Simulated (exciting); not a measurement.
Cd:

```
Cd
1.0
     1.60803    0.92840    2.44929
    -1.60803    0.92840    2.44929
     0.00000   -1.85679    2.44929
Cd
1
Direct
  0.00000 0.00000 0.00000
```

This isn't the form of Cd at room conditions, which is hcp.

| Property | Result |
| --- | --- |
| Program | exciting (release sodium) |
| Task | single point |
| Functional | PBEsol |
| Potentials or basis | all-electron LAPW+lo, shipped species files, valence relativity iora* |
| rgkmax | 9 |
| k mesh | 10 × 10 × 10 |
| Occupations | fermi-dirac, width 0.05 eV |
| Spin | no spin polarisation |
| gmaxvr (cutoff of density and potential) | 14 1/bohr |
| lmaxapw (and lmaxmat) | 10 |
| lmaxvr | 8 |
| nempty | 8 |
| Valence relativity | iora* |
| epsengy | 1e-05 Ha |
| epspot | 1e-05 Ha |
| maxscl | 60 |
| Muffin-tin radii | Cd 2.3 bohr |

On this cell: band gap on the k mesh none (metal or under the smearing width).

The same run follows on a disturbed copy (cell strained at random at fixed volume):

```xyz
1
Lattice="1.5790 0.9045 2.3853 -1.6600 0.8989 2.4406 -0.0453 -1.8935 2.4471" Properties=species:S:1:pos:R:3 pbc="T T T"
Cd   -0.0006   -0.0227    0.0274
```

**Question.** What changes?

**Answer.** The energy (extrapolated to zero smearing) moves by +3.5 meV/atom; band gap on the k mesh none (metal or under the smearing width).

Caveats: the free energy is that total less TS from the occupations.
